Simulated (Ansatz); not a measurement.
# AgCl: the band gap up the ladder of functionals

An exercise on one series of results from a longer session: the logs are not shown, and one member is left open.

Code: Ansatz 0.2.0. PAW datasets, plane waves. No spin polarisation and no zero-point or thermal motion.

## The structure to begin with

The cell was relaxed beforehand with r2SCAN.

Space group Fm-3m (No. 225), cubic; a = 5.546 Å in the conventional setting, 21.33 Å³ an atom. Near Ag stand 6 Cl at 2.77 Å; near Cl stand 6 Ag at 2.77 Å.

Structure file:

```cif
data_structure
_symmetry_space_group_name_H-M 'Fm-3m'
_symmetry_Int_Tables_number 225
_cell_length_a 5.5464
_cell_length_b 5.5464
_cell_length_c 5.5464
_cell_angle_alpha 90.000
_cell_angle_beta 90.000
_cell_angle_gamma 90.000
_cell_volume 170.62
loop_
_atom_site_label
_atom_site_type_symbol
_atom_site_symmetry_multiplicity
_atom_site_Wyckoff_symbol
_atom_site_fract_x
_atom_site_fract_y
_atom_site_fract_z
_atom_site_occupancy
Ag1 Ag 4 a 0.00000 0.00000 0.00000 1
Cl1 Cl 4 b 0.50000 0.00000 0.00000 1
```

Set-up of the first run:

Contents of input.yaml:

```yaml
crystal:
  lattice:
    - [0.0, 2.7731838115, 2.7731838115]
    - [2.7731838115, 0.0, 2.7731838115]
    - [2.7731838115, 2.7731838115, 0.0]
  atoms:
    - { symbol: Ag, position: [0.0, 0.0, 0.0] }
    - { symbol: Cl, position: [0.5, 0.5, 0.5] }
kpoints:
  mp_grid: { grid: [8, 8, 8] }
  band_path:
    path:
      - [[0.0, 0.0, 0.0], [0.5, -8.612684202661e-37, 0.5], [0.625, 0.25, 0.625]]
      - [[0.375, 0.375, 0.75], [0.0, 0.0, 0.0], [0.5, 0.5, 0.5], [0.5, 0.25, 0.75], [0.5, -8.612684202661e-37, 0.5]]
    npoints: 10
hamiltonian:
  xc: pbe
scf:
  occupations: { method: fermi_dirac, width: 0.02 }
  n_extra_bands: 4
output:
  forces: true
  stress: true
  eigenvalues: true
  write_density: true
  write_potential: true
  elf: true
  volumetric_format: npy
```

Started as:

```sh
$ ansatz run input.yaml --threads 2 --pin off --max-ram 2211MiB --backend cpu --events-out ev --progress --plain --runs-dir out
```

Among the steps run: Band structure with PBE; r2SCAN; HSE06 at the same geometry; PBE+SOC at the same geometry; PBE0 at the same geometry.

One of the session's tables, all rows but one given; the rest of the session is left out.

```
  level  gap (eV)
    PBE      0.91
 r2SCAN         ?
  HSE06      2.41
PBE+SOC      0.87
   PBE0      3.11
```

**Question.** Estimate the row for r2SCAN.

As computed: gap (eV): 1.48. In the column «gap (eV)» it lies between PBE (0.91) and HSE06 (2.41).

Meshes: PBE 8×8×8, r2SCAN 8×8×8, HSE06 6×6×6, PBE+SOC 8×8×8, PBE0 6×6×6

Against HSE06, PBE is short by 1.50 eV, at 38 % of it, and r2SCAN 61 %. PBE0 lies 0.69 eV above HSE06, which differs from it by screening the long-range exchange. The calculation is for fixed nuclei; the measurement holds lattice motion too.

To keep in mind: Warnings in the runs' records: stress scf threshold loose, stress exchange threshold loose.
